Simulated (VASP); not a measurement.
Write the native input for VASP 6.6.1 that does the following.

- Task: optical spectrum
- Functional: PBEsol
- Potentials or basis: VASP PAW PBE potentials, release 64 (Ti_sv, Si)
- Cutoff: 520 eV
- k mesh: 7 × 7 × 7
- Occupations: gaussian, width 0.02 eV
- Spin: no spin polarisation
- Further INCAR settings: ALGO = Fast; EDIFF = 1e-06; NBANDS = 68

The structure of TiSi2 lies in POSCAR:

```
TiSi2
1.0
    0.0000000000      4.1175163063      4.2628978354
    2.3895119538      0.0000000000      4.2628978354
    2.3895119538      4.1175163063      0.0000000000
Ti Si
2 4
Direct
    0.7500000000      0.7500000000      0.7500000000
    0.5000000000      0.5000000000      0.5000000000
    0.4125656100      0.0874343900      0.4125656100
    0.0874343900      0.4125656100      0.0874343900
    0.1625656100      0.8374343900      0.1625656100
    0.8374343900      0.1625656100      0.8374343900
```

The cell is a database's computed one.

One way to write it, as run:

INCAR

```
PREC = Accurate ; ENCUT = 520
EDIFF = 1E-6 ; ISMEAR = 0
SIGMA = 0.02 ; LREAL = F
LASPH = T ; NELM = 80
ALGO = Fast ; ISIF = 2
LWAVE = F ; LCHARG = F
GGA = PS ; LOPTICS = T
NBANDS = 68 ; NEDOS = 2000
CSHIFT = 0.1
```

KPOINTS

```
Automatic mesh
0
Gamma
  7 7 7
```

Potentials or basis: VASP PAW PBE potentials, release 64 (Ti_sv, Si).

Run with:

```console
$ cat potpaw_PBE.64/Ti_sv/POTCAR potpaw_PBE.64/Si/POTCAR > POTCAR
$ mpirun -np 1 vasp_std > vasp.out
```

Results of the run:

| Quantity | Value |
| --- | --- |
| Pressure | -1.9 GPa |
| Largest force | 0.044 eV/Å |
| Band gap on the k mesh | none (metal or under the smearing width) |

Caveat: spectra need much finer meshes, so this one isn't converged; independent-particle spectra lack excitons; the intraband (Drude) part of a metal's response may be missing; the PAW data sets were made with another functional, which shifts forces and pressure a little.

It took 8.6 min on 1 thread of Intel(R) Xeon(R) Platinum 8488C (Sapphire Rapids) (shared host), peak memory 0.63 GiB.
